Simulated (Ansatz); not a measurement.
# HfO2: the cost of one run

Computed with Ansatz 0.2.0 (DFT PBE, scalar-relativistic, plane waves, PAW, unless a step's input says otherwise).

### Step 1. Starting point

It takes space group P2_12_12 (No. 18, orthorhombic). Conventional cell: a = 5.080 Å, b = 5.165 Å, c = 4.891 Å, α = 90.00°, β = 90.00°, γ = 90.00°. Hf (site symmetry 1) has 7 O at 1.99 to 2.25 Å in its first shell of neighbours. O (site symmetry 2) is surrounded by 4 Hf at 2.16 to 2.18 Å. O (site symmetry 2) has 4 Hf at 2.13 to 2.15 Å in its first shell of neighbours. O (site symmetry 1) is surrounded by 3 Hf at 1.99 to 2.25 Å.

Structure file:

```cif
data_structure
_symmetry_space_group_name_H-M 'P2_12_12'
_symmetry_Int_Tables_number 18
_cell_length_a 5.0803
_cell_length_b 5.1649
_cell_length_c 4.8909
_cell_angle_alpha 90.000
_cell_angle_beta 90.000
_cell_angle_gamma 90.000
_cell_volume 128.33
loop_
_atom_site_label
_atom_site_type_symbol
_atom_site_symmetry_multiplicity
_atom_site_Wyckoff_symbol
_atom_site_fract_x
_atom_site_fract_y
_atom_site_fract_z
_atom_site_occupancy
Hf1 Hf 4 c 0.27741 0.28180 0.72793 1
O1 O 2 a 0.50000 0.50000 0.42438 1
O2 O 2 b 0.50000 0.00000 0.51095 1
O3 O 4 c 0.31318 0.66365 0.89546 1
```

The runs take a perfect supercell of 48 atoms; the defect goes to fractional position (0.000, 0.750, 0.750).

### Step 2. The perfect supercell

File input.yaml:

```yaml
crystal:
  lattice:
    - [-5.080319, 5.164867, 4.890884]
    - [5.080319, -5.164867, 4.890884]
    - [5.080319, 5.164867, -4.890884]
  atoms:
    - { symbol: Hf, position: [0.004866, 0.002671, 0.279604] }
    - { symbol: Hf, position: [0.504866, 0.502671, 0.279604] }
    - { symbol: Hf, position: [0.504866, 0.002671, 0.779604] }
    - { symbol: Hf, position: [0.004866, 0.502671, 0.779604] }
    - { symbol: Hf, position: [0.745134, 0.024739, 0.497805] }
    - { symbol: Hf, position: [0.245134, 0.524739, 0.497805] }
    - { symbol: Hf, position: [0.245134, 0.024739, 0.997805] }
    - { symbol: Hf, position: [0.745134, 0.524739, 0.997805] }
    - { symbol: Hf, position: [0.723066, 0.225261, 0.220396] }
    - { symbol: Hf, position: [0.223066, 0.725261, 0.220396] }
    - { symbol: Hf, position: [0.223066, 0.225261, 0.720396] }
    - { symbol: Hf, position: [0.723066, 0.725261, 0.720396] }
    - { symbol: Hf, position: [0.026934, 0.247329, 0.002195] }
    - { symbol: Hf, position: [0.526934, 0.747329, 0.002195] }
    - { symbol: Hf, position: [0.526934, 0.247329, 0.502195] }
    - { symbol: Hf, position: [0.026934, 0.747329, 0.502195] }
    - { symbol: O, position: [0.962188, 0.462188, 0.0] }
    - { symbol: O, position: [0.462188, 0.962188, 0.0] }
    - { symbol: O, position: [0.462188, 0.462188, 0.5] }
    - { symbol: O, position: [0.962188, 0.962188, 0.5] }
    - { symbol: O, position: [0.287812, 0.287812, 0.0] }
    - { symbol: O, position: [0.787812, 0.787812, 0.0] }
    - { symbol: O, position: [0.787812, 0.287812, 0.5] }
    - { symbol: O, position: [0.287812, 0.787812, 0.5] }
    - { symbol: O, position: [0.755473, 0.005473, 0.25] }
    - { symbol: O, position: [0.255473, 0.505473, 0.25] }
    - { symbol: O, position: [0.255473, 0.005473, 0.75] }
    - { symbol: O, position: [0.755473, 0.505473, 0.75] }
    - { symbol: O, position: [0.494527, 0.244527, 0.25] }
    - { symbol: O, position: [0.994527, 0.744527, 0.25] }
    - { symbol: O, position: [0.994527, 0.244527, 0.75] }
    - { symbol: O, position: [0.494527, 0.744527, 0.75] }
    - { symbol: O, position: [0.279557, 0.104325, 0.488417] }
    - { symbol: O, position: [0.779557, 0.604325, 0.488417] }
    - { symbol: O, position: [0.779557, 0.104325, 0.988417] }
    - { symbol: O, position: [0.279557, 0.604325, 0.988417] }
    - { symbol: O, position: [0.970443, 0.45886, 0.324768] }
    - { symbol: O, position: [0.470443, 0.95886, 0.324768] }
    - { symbol: O, position: [0.470443, 0.45886, 0.824768] }
    - { symbol: O, position: [0.970443, 0.95886, 0.824768] }
    - { symbol: O, position: [0.615908, 0.29114, 0.011583] }
    - { symbol: O, position: [0.115908, 0.79114, 0.011583] }
    - { symbol: O, position: [0.115908, 0.29114, 0.511583] }
    - { symbol: O, position: [0.615908, 0.79114, 0.511583] }
    - { symbol: O, position: [0.134092, 0.145675, 0.175232] }
    - { symbol: O, position: [0.634092, 0.645675, 0.175232] }
    - { symbol: O, position: [0.634092, 0.145675, 0.675232] }
    - { symbol: O, position: [0.134092, 0.645675, 0.675232] }
basis:
  ecutwfc: 420
  fft_grid_basis: typed
kpoints:
  mp_grid: { grid: [2, 2, 2] }
hamiltonian:
  xc: pbe
  pseudopotentials: { kind: paw }
scf:
  occupations: { method: gaussian, width: 0.05 }
output:
  forces: true
  stress: false
  eigenvalues: true
  bader: false
  write_density: true
  volumetric_format: npy
```

Command:

```
$ ansatz run input.yaml --threads 4 --pin off --max-ram 10240MiB --backend cpu --events-out ev --progress --plain --runs-dir out
```

Q: Estimate wall time and peak memory on 4 threads of Arm Neoverse N1, shared host.

About 41 s, with a peak of 3.6 GiB.
